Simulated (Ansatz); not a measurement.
# RbBr (Fm-3m) in Ansatz: band structure with PBE

Aim: the band structure of RbBr with PBE.

Everything below comes from runs of Ansatz 0.2.0. Logs are shortened: lines on timing, memory, paths and dates and some standing lists are left out, and cuts for length are marked.

### 1 The structure

Symmetry: Fm-3m, No. 225, cubic system. Conventional cell: a = 6.854 Å, b = 6.854 Å, c = 6.854 Å, α = 90.00°, β = 90.00°, γ = 90.00°. Rb (site symmetry m-3m) has 6 Br at 3.43 Å as nearest neighbours. Br (site symmetry m-3m) has 6 Rb at 3.43 Å as nearest neighbours.

### 2 Band structure, PBE

input.yaml reads:

```yaml
crystal:
  lattice:
    - [0.0, 3.427, 3.427]
    - [3.427, 0.0, 3.427]
    - [3.427, 3.427, 0.0]
  atoms:
    - { symbol: Rb, position: [0.0, 0.0, 0.0] }
    - { symbol: Br, position: [0.5, 0.5, 0.5] }
hamiltonian:
  xc: pbe
  pseudopotentials: { kind: paw }
kpoints:
  mp_grid: { grid: [7, 7, 7] }
  band_path:
    path:
      - [[0.0, 0.0, 0.0], [0.5, 0.0, 0.5], [0.5, 0.25, 0.75], [0.375, 0.375, 0.75], [0.0, 0.0, 0.0], [0.5, 0.5, 0.5], [0.625, 0.25, 0.625], [0.5, 0.25, 0.75], [0.5, 0.5, 0.5], [0.375, 0.375, 0.75]]
      - [[0.625, 0.25, 0.625], [0.5, 0.0, 0.5]]
    npoints: 14
scf:
  occupations: { method: fermi_dirac, width: 0.05 }
  n_extra_bands: 6
output:
  forces: true
  stress: true
  eigenvalues: true
  fatbands: true
```

Potentials or basis: Ansatz PAW.

On the command line:

```sh
$ ansatz run input.yaml --threads 2 --pin off --max-ram 5632MiB --backend cpu --events-out ev --progress --plain --runs-dir out
```

The program printed:

```text
Warning: RAYON_NUM_THREADS=2 ignored (pool sized by the plan → 2); use --threads N
scf.n_extra_bands = 6 over 8 filled bands (N_el = 16.0): the run solves 14 bands
Engine: ansatz 0.2.0, x86_64-unknown-linux-gnu
Pseudopotentials: kind: paw
Pseudopotential: Rb, paw, valence charge 9, recommended cutoff 420 eV (normal), Rb.paw.azcp
Pseudopotential: Br, paw, valence charge 7, recommended cutoff 420 eV (normal), Br.paw.azcp
Functional definition: PBE
  parameter kappa = 0.804
  parameter beta = 0.06672455060314922
  exchange = pbe_x(kappa = kappa, mu = beta*pi^2/3)
  correlation = pbe_c(beta = beta)
Crystal: 2 atoms, lattice volume = 80.496 Å³
Basis set: ecut = 420 eV, 1591 PW (Γ), exchange–correlation on 72×72×72 points (8 copies of the dense FFT grid, shifted against one another)
Bands: 14, of which v1, the nominal top of the filled ones, is band 8 counted from 1 (7 counted from 0)
Symmetry: 48 space group operations
Space group: Fm-3m (ITA 225), of the structure as read, at distance tolerance 4.3e-5 Å
k-points: 20 of 343
Non-local potential: Rb, projectors of the file, l = 0: 3, l = 1: 2, l = 2: 2
Non-local potential: Br, projectors of the file, l = 0: 2, l = 1: 2, l = 2: 2
PAW form: soft (Blöchl's): semilocal exchange-correlation on the pseudo side does not see the compensation charge
PAW one-centre angular grid: Rb, 110 points (default); XC on 64 Gauss nodes
PAW one-centre angular grid: Br, 110 points (default); XC on 64 Gauss nodes
Initial density: superposition of atomic densities (neutral atoms: chi_scale 0, normalization atom), corrected by the library's trained network
Initial wavefunctions: pseudopotential atomic-orbital guess
Functional: x = pbe(κ = 0.804, μ = 0.2195149727645171), c = pbe(β = 0.06672455060314922)
SCF iter   1: F=—  HF=-6054.053069 eV  |F-HF|=—  |Δ(HF+E_count)|=         —  Δρ=2.44e-4  dr2=7.93e-5  ethr=1.77e-3  ⟨swp⟩=8.7  Hψ=1991  notcnv=0
preconditioner: auto → none  [insulator: Δε(μ)=4.357 eV  Ē_g=14.016 eV  σ=0.050 eV  W_gap=1.00  n_scr=14 (ndim 8)  ℏωp=15.5 eV  f_vac=0.082  D(μ)=0.00/eV (n_scr^D=0)  ε∞_Penn≈2.2]
SCF iter   2: F=—  HF=-6054.053323 eV  |F-HF|=—  |Δ(HF+E_count)|=   2.55e-4  Δρ=7.66e-5  dr2=2.49e-6  ethr=4.95e-7  ⟨swp⟩=3.4  Hψ=747  notcnv=0  defer=1
SCF iter   3: F=—  HF=-6054.053340 eV  |F-HF|=—  |Δ(HF+E_count)|=   1.68e-5  Δρ=3.26e-5  dr2=4.31e-7  ethr=1.56e-8  ⟨swp⟩=2.3  Hψ=386  notcnv=0  defer=1
iter 4 did not close the SCF: its close was put off for the readings that it lacked (scf_convergence_deferred on its scf_iter line)
SCF iter   4: F=-6054.053345 eV  HF=-6054.053345 eV  |F-HF|=5.93e-8  |Δ(HF+E_count)|=   4.53e-6  Δρ=3.51e-6  dr2=4.76e-9  ethr=2.70e-9  ⟨swp⟩=2.0  Hψ=390  notcnv=0  defer=1
iter 5 did not close the SCF: its close was put off for the readings that it lacked (scf_convergence_deferred on its scf_iter line)
SCF iter   5: F=-6054.053345 eV  HF=-6054.053345 eV  |F-HF|=9.77e-10  |Δ(HF+E_count)|=   6.35e-8  Δρ=5.04e-7  dr2=1.07e-10  ethr=2.97e-11  ⟨swp⟩=2.0  Hψ=409  notcnv=0  defer=1
SCF iter   6: F=-6054.053345 eV  HF=-6054.053345 eV  |F-HF|=0.00e0  |Δ(HF+E_count)|=   1.10e-9  Δρ=4.89e-8  dr2=1.34e-12  ethr=1.00e-12  ⟨swp⟩=5.2  Hψ=1183  notcnv=0
SCF 1 converged in 6 iterations: F = -6054.053345 eV  dr2 = 1.34e-12
NSCF: frozen V_eff on 142 k-points
SCF converged after 6 iterations
Free energy (F): -6054.053345 eV
Harris-Foulkes:  -6054.053345 eV  (|F-HF|=0.00e0)
Internal energy: -6054.053345 eV  (E = F + TS)
E sigma→0 (E₀):  -6054.053345 eV
Fermi energy:    3.478887 eV
--- Per-component energies (eV) ---
  E_band       = -107.160180
  E_kinetic    = 327.414077
  E_local      = -799.827449  (includes V_loc(G=0)·N_el)
  E_nonlocal   = 243.417175
  E_hartree    = 206.208542
  E_xc         = -396.353327
  E_vxc        = -242.073549  (∫ρ·V_xc dr)
  E_paw        = -4864.572913  (= ΣΔE_a)
  E_vpaw       = -48.507519  (= ΣTr[D̂ρ^β])
  E_aug_tail   = -0.000001  (compensation charges beyond the density's cutoff)
  E_ewald      = -770.339449
  E_smearing   = -0.000000  (= −TS)
  E_closure    = 0.000000  (closes the sum)
  Σ components = -6054.053345   (vs F -6054.053345, Δ=0.00e0)
--- Forces (eV/Å), atoms counted from 1 ---
  atom   1  Rb    -0.00000000    -0.00000000    -0.00000000
  atom   2  Br     0.00000000    -0.00000000     0.00000000
  max |Σ_I F_I| component: 1.34e-29 eV/Å
--- Stress (GPa, compression-positive) ---
        1.001089      -0.000000       0.000000
       -0.000000       1.001089      -0.000000
        0.000000       0.000000       1.001089
  P = ⅓ Tr σ = 1.0011 GPa (10.011 kbar)
--- Band table (eV; the first three rows and the last of 20) ---
  k-point 0: bands = ["-23.1957", "-10.9598", "-7.2697", "-7.2697", "-7.2697", "1.2197", "1.2197", "1.2197", "5.5846", "8.5027", "8.5027", "8.5027", "9.3916", "9.3916"]
  k-point 1: bands = ["-23.1939", "-10.9679", "-7.2712", "-7.2712", "-7.2606", "0.9860", "1.1482", "1.1482", "6.0686", "8.3883", "8.7445", "8.7445", "9.6932", "9.6932"]
  k-point 2: bands = ["-23.1899", "-10.9861", "-7.2744", "-7.2744", "-7.2403", "0.5567", "0.9963", "0.9963", "7.1317", "8.4154", "9.4324", "9.4324", "10.4939", "10.4939"]
  k-point 19: bands = ["-23.1837", "-10.9391", "-7.4044", "-7.3645", "-7.2569", "0.6828", "0.8493", "0.9075", "8.0062", "8.6973", "9.5541", "9.9028", "11.6147", "11.7948"]
```

bands.tsv:

```text
# k_distance	band_0	band_1	band_2	band_3	band_4	band_5	band_6	band_7	band_8	band_9	band_10	band_11	band_12	band_13
# fermi_ev = 3.478887
# lock_threshold_ev = 1e-12
# [0, 0, 0] at k_distance = 0.000000
[... 154 lines left out ...]
5.791991	-26.662461	-14.388098	-10.928194	-10.818413	-10.816703	-2.725694	-2.452593	-2.428139	3.420927	4.964139	6.796729	7.013773	7.127319	8.500073
5.815142	-26.662465	-14.386888	-10.929399	-10.819390	-10.818422	-2.727913	-2.437368	-2.423449	3.391653	4.925049	6.857097	6.985250	7.151425	8.531536
5.838293	-26.662468	-14.386015	-10.930263	-10.820095	-10.819662	-2.729500	-2.426286	-2.420046	3.370570	4.896970	6.903234	6.964814	7.168806	8.554120
5.861443	-26.662471	-14.385487	-10.930784	-10.820519	-10.820411	-2.730452	-2.419551	-2.417983	3.357851	4.880061	6.932323	6.952526	7.179302	8.567709
5.884594	-26.662471	-14.385310	-10.930957	-10.820661	-10.820661	-2.730769	-2.417292	-2.417292	3.353599	4.874415	6.942279	6.948426	7.182811	8.572246
```

Wall time 2.3 s (2 threads of AMD EPYC 9R45 (Zen 5), shared host); peak memory 0.42 GiB.

What came out:

```
Free energy             : -6054.0533 eV
Pressure                : 1.0 GPa
Band gap on the k mesh  : 4.36 eV, direct
Band gap along the path : 4.36 eV, direct
```

Levels at the corners of the path, in eV from the valence-band top:
| point | band 4 | band 5 | band 6 | band 7 | band 8 | band 9 | band 10 | band 11 | band 12 | band 13 |
| --- | --- | --- | --- | --- | --- | --- | --- | --- | --- | --- |
| Γ | -8.49 | -8.49 | 0.00 | 0.00 | 0.00 | 4.36 | 7.28 | 7.28 | 7.28 | 8.17 |
| X | -8.56 | -8.56 | -0.47 | -0.16 | -0.16 | 5.61 | 7.13 | 9.20 | 9.21 | 9.44 |
| W | -8.62 | -8.47 | -0.49 | -0.35 | -0.35 | 7.08 | 7.08 | 8.27 | 8.62 | 10.87 |
| K | -8.54 | -8.52 | -0.49 | -0.41 | -0.26 | 6.35 | 8.13 | 8.16 | 8.86 | 9.97 |
| Γ | -8.49 | -8.49 | 0.00 | 0.00 | 0.00 | 4.36 | 7.28 | 7.28 | 7.28 | 8.17 |
| L | -8.50 | -8.44 | -0.99 | -0.35 | -0.35 | 6.82 | 7.72 | 9.49 | 9.49 | 10.16 |
| U | -8.54 | -8.52 | -0.49 | -0.41 | -0.26 | 6.35 | 8.13 | 8.16 | 8.86 | 9.97 |
| W | -8.62 | -8.47 | -0.49 | -0.35 | -0.35 | 7.08 | 7.08 | 8.27 | 8.62 | 10.87 |
| L | -8.50 | -8.44 | -0.99 | -0.35 | -0.35 | 6.82 | 7.72 | 9.49 | 9.49 | 10.16 |
| K | -8.54 | -8.52 | -0.49 | -0.41 | -0.26 | 6.35 | 8.13 | 8.16 | 8.86 | 9.97 |
| U | -8.54 | -8.52 | -0.49 | -0.41 | -0.26 | 6.35 | 8.13 | 8.16 | 8.86 | 9.97 |
| X | -8.56 | -8.56 | -0.47 | -0.16 | -0.16 | 5.61 | 7.13 | 9.20 | 9.21 | 9.44 |
